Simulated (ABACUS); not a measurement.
Tc:

```
Tc
1.0
     2.74000    0.00000    0.00000
    -1.37000    2.37291    0.00000
     0.00000    0.00000    4.39800
Tc
2
Cartesian
  1.3700 0.7910 3.2985
  0.0000 1.5819 1.0995
```

Base run:

| Property | Result |
| --- | --- |
| Program | ABACUS 3.10.1 |
| Functional | LDA |
| Potentials or basis | SG15 ONCV 1.2 PBE |
| Cutoff | 1361 eV |
| Density cutoff | 5442 eV |
| Basis | DZP LCAO (the cutoffs set its grid) |
| k mesh | 11 × 11 × 6 |
| Occupations | fermi-dirac, width 0.05 eV |
| Spin | no spin polarisation |

Its results: band gap on the k mesh none (metal or under the smearing width); pressure -8.4 GPa.

Task: After a change of settings the same cell gave: band gap on the k mesh none (metal or under the smearing width); pressure -3.2 GPa. Which change was it?
A. functional from LDA to SCAN
B. functional from LDA to TPSS
C. functional from LDA to PW91
D. functional from LDA to WC

Result: A.

Caveats: the atomic orbitals were generated for these runs and aren't a published set; the potentials were made for another functional, which shifts forces and pressure; the basis of atomic orbitals isn't converged, which shifts pressures, moduli and gaps.

Runs at the PBE level aren't shown here.
